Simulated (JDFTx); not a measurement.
Runs of JDFTx 1.7.0 (patched build) on Y. It takes space group P6_3/mmc (No. 194, hexagonal). The conventional cell has a = 3.647 Å, b = 3.647 Å, c = 5.731 Å, α = 90.00°, β = 90.00°, γ = 120.00°. Y (site symmetry -6m2) is surrounded by 12 Y at 3.56 to 3.65 Å. 

```tsv
task	level	potentials or basis	cell	local potential set to -Z/r beyond	pseudo rcut	further solve for the empty bands	gap on the mesh (eV)	pressure (GPa)	V0 of scaled cells (Å³/atom)	B0 (GPa)
equation of state	RPBE	PseudoDojo-SR-PBE-0.5-standard	as given	-	-	-	-	-	(a)	38
equation of state	PBE	PseudoDojo-SR-PBE-0.5-standard with smoothed tails	as given	6 bohr	6	-	-	-	32.92	(b)
relaxation of cell and atoms	PBE+D3(BJ)	PseudoDojo-SR-PBE-0.5-standard	relaxed	-	-	no	none	0.0	-	-
single point	PBE	PseudoDojo-SR-PBE-0.5-standard with smoothed tails	as given	6 bohr	6	yes	none	-0.1	-	-
```

Alike in all rows: no spin polarisation; k mesh 8 × 8 × 5; cutoff (eV) 980; smearing fermi-dirac 0.05 eV.

Problem. Estimate the missing entries.

Solution. (a) 34.19; (b) 40.

Caveats: the cell was scaled at fixed shape and fractional positions, which overstates the stiffness of a crystal with free parameters, most of all of layers and chains (some runs); the potentials were made for another functional, which shifts forces and pressure (some runs); pairwise dispersion overbinds metals, which lowers pressure and volume (some runs); the empty levels aren't tightly converged (some runs).

A k mesh can miss the band edges, and the runs leave out spin-orbit coupling on Y.

A gap of «none» marks a metal or a gap under the smearing width.

Not every run made on this cell is shown here.
